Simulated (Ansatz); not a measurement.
Here is an Ansatz 0.2.0 calculation.

File input.yaml:

```yaml
crystal:
  lattice: { a: 4.10882889, b: 4.10882889, c: 4.10882889, alpha: 90.0, beta: 90.0, gamma: 90.0 }
  space_group: 225
  reduce_to_primitive: true
  atoms:
    - { symbol: Pt, wyckoff: "4a", position: [0.0, 0.0, 0.0] }
hamiltonian:
  xc: { exchange: pbe, correlation: pbe, exx: { coeff: 0.25, omega: 0.3 } }
  pseudopotentials: { kind: paw, level: accurate }
kpoints:
  mp_grid: { grid: [8, 8, 8] }
scf:
  occupations: { method: gaussian, width: 0.01 }
output:
  forces: true
  stress: true
  eigenvalues: true
  write_density: true
  write_potential: true
  elf: true
  volumetric_format: npy
```

Potentials or basis: Ansatz PAW earlier set.

Launch:

```bash
$ ansatz run input.yaml --threads 1 --pin off --max-ram 2560MiB --backend cpu --events-out ev --progress --plain --runs-dir out
```

(1) Predict the pressure.

(2) Estimate the band gap on the k mesh.

Answers

(1) -25.6 GPa.

(2) none (metal or under the smearing width).

Caveat: the PAW data sets come from PBE, with cores solved anew for the run's functional, which leaves a small shift of forces and pressure; the thresholds are loose for stress.
